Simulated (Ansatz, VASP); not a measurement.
**Two plane-wave programs on CoH4**

File INCAR:

```
SYSTEM = CoH4
PREC = Accurate
ENCUT = 520
EDIFF = 1E-6
ISMEAR = 0
SIGMA = 0.1
LREAL = .False.
LASPH = .True.
NELM = 150
ALGO = Normal
ISIF = 2
LWAVE = .False.
LCHARG = .True.
ISPIN = 2
MAGMOM = 3 0 0 0 0
LORBIT = 11
LMAXMIX = 4
GGA = PE
LELF = .True.
LVHAR = .True.
NBANDS = 18
```

KPOINTS

```
Automatic mesh
0
Gamma
  6 6 4
  0 0 0
```

POSCAR

```
CoH4
1.0
    3.4094192500      0.0000000000      0.0000000000
   -1.7047096300      2.9526436800      0.0000000000
    0.0000000000      0.0000000000      4.4618266100
Co H
1 4
Direct
    0.0000000000      0.0000000000      0.0000000000
    0.5000000000      0.0000000000      0.0000000000
    0.0000000000      0.5000000000      0.0000000000
    0.5000000000      0.5000000000      0.0000000000
    0.0000000000      0.0000000000      0.5000000000
```

Input for Ansatz:

```yaml
crystal:
  lattice:
    - [3.40941925, 0.0, 0.0]
    - [-1.70470963, 2.95264368, 0.0]
    - [0.0, 0.0, 4.46182661]
  atoms:
    - { symbol: Co, position: [0.0, 0.0, 0.0], spin: 3.0 }
    - { symbol: H, position: [0.5, 0.0, 0.0] }
    - { symbol: H, position: [0.0, 0.5, 0.0] }
    - { symbol: H, position: [0.5, 0.5, 0.0] }
    - { symbol: H, position: [0.0, 0.0, 0.5] }
basis:
  ecutwfc: 420
kpoints:
  mp_grid: { grid: [6, 6, 4] }
hamiltonian:
  xc: pbe
scf:
  occupations: { method: gaussian, width: 0.1 }
  lower_state_search: "off"
output:
  forces: true
  stress: true
  eigenvalues: true
  populations: true
magnetization:
  spin_polarized: true
```

Alike in both runs: task single point; functional PBE; k mesh 6 × 6 × 4; occupations gaussian, width 0.1 eV; collinear spin.

|  | VASP | Ansatz |
| --- | --- | --- |
| version | VASP 6.6.1 | Ansatz 0.2.0 |
| potentials or method | VASP PAW PBE potentials, release 64 (Co, H) | scalar-relativistic, plane waves, PAW |
| plane-wave cutoff (eV) | 520 | 420 |
| valence electrons in the cell | 13 | 21 |

|  | VASP | Ansatz | Ansatz less VASP |
| --- | --- | --- | --- |
| gap on the k mesh at the Fermi level (eV) | none | none | - |
| pressure (GPa) | -13.2 | -13.1 | +0.07 |
| largest component of the traceless stress (GPa) | 11.44 | 11.49 | +0.048 |
| net moment per atom (μB) | 0.06 | 0.06 | 0.000 |
| size of the moment on the site where the two differ most (μB) | 0.44 | 0.38 | -0.055 |

Site moments also hang on the region over which each program counts them. A gap of «none» marks a metal or a gap that the smearing closes. With one functional, cell and mesh, what is left measures potentials, basis and numerics. The two sets of potentials don't hold the same shells in valence.
